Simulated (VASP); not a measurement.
WS2, 3 atoms in the cell. Symmetry: R3m, No. 160, trigonal system. The conventional cell has a = 3.157 Å, b = 3.157 Å, c = 18.117 Å, α = 90.00°, β = 90.00°, γ = 120.00°. W (site symmetry 3m) has 6 S at 2.41 Å as nearest neighbours. Around S (site symmetry 3m) lie 3 W at 2.41 Å. S (site symmetry 3m) is surrounded by 3 W at 2.41 Å. Measurements of this composition are mostly on another form, of space group No. 194.

* Program: VASP 6.6.1
* Task: single point
* Functional: PBE
* Dispersion: D3(BJ)
* Potentials or basis: VASP PAW PBE potentials, release 64 (W_sv, S)
* Cutoff: 520 eV
* k mesh: 12 × 12 × 12
* Occupations: gaussian, width 0.02 eV
* Spin: no spin polarisation
* Dipole correction: no
* Further INCAR settings: ALGO = Fast; EDIFF = 1e-07; NBANDS = 20

Potentials or basis: VASP PAW PBE potentials, release 64 (W_sv, S).

Launch:

```sh
$ cat potpaw_PBE.64/W_sv/POTCAR potpaw_PBE.64/S/POTCAR > POTCAR
$ mpirun -np 1 vasp_std > vasp.out
```

Hardware: 1 thread of Intel(R) Xeon(R) Platinum 8488C (Sapphire Rapids), with other jobs on the host.

Task: How long does it take, and how much memory?

Result: Wall time 11 min on 1 thread of Intel(R) Xeon(R) Platinum 8488C (Sapphire Rapids), with other jobs on the host, peak memory 0.45 GiB. Counts: scf iterations 16, k points 189.
